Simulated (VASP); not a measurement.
The system is ZnS.

```
CELL_PARAMETERS angstrom
0.00000 2.70200 2.70200
2.70200 0.00000 2.70200
2.70200 2.70200 0.00000
ATOMIC_POSITIONS crystal
Zn 0.25000 0.25000 0.25000
S 0.00000 0.00000 0.00000
```

* Program: VASP 6.6.1
* Task: relaxation of cell and atoms
* Functional: PBE
* Potentials or basis: VASP PAW PBE potentials, release 64 (Zn, S)
* Cutoff: 600 eV
* k mesh: 10 × 10 × 10
* Occupations: gaussian, width 0.03 eV
* Spin: no spin polarisation

At the start: pressure 1.8 GPa; volume 19.73 Å³/atom.

Q: How do energy, volume and symmetry change on relaxing?

A: Over 3 steps the energy falls by 2.6 meV/atom and the volume is 20.20 Å³/atom (+2.4 %); space group F-43m (No. 216, to 0.05 Å).

The path:
```tsv
step	energy change (eV)	largest force (eV/Å)	pressure (GPa)	volume (Å³)
1	0.0000	0.0000	1.79	39.45
2	-0.0046	0.0000	-0.52	40.72
3	-0.0051	0.0000	0.06	40.40
```

Final structure:
```yaml
crystal:
  lattice:
    - [0.00000, 2.72352, 2.72352]
    - [2.72352, 0.00000, 2.72352]
    - [2.72352, 2.72352, 0.00000]
  atoms:
    - { symbol: Zn, position: [0.25000, 0.25000, 0.25000] }
    - { symbol: S, position: [0.00000, 0.00000, 0.00000] }
```
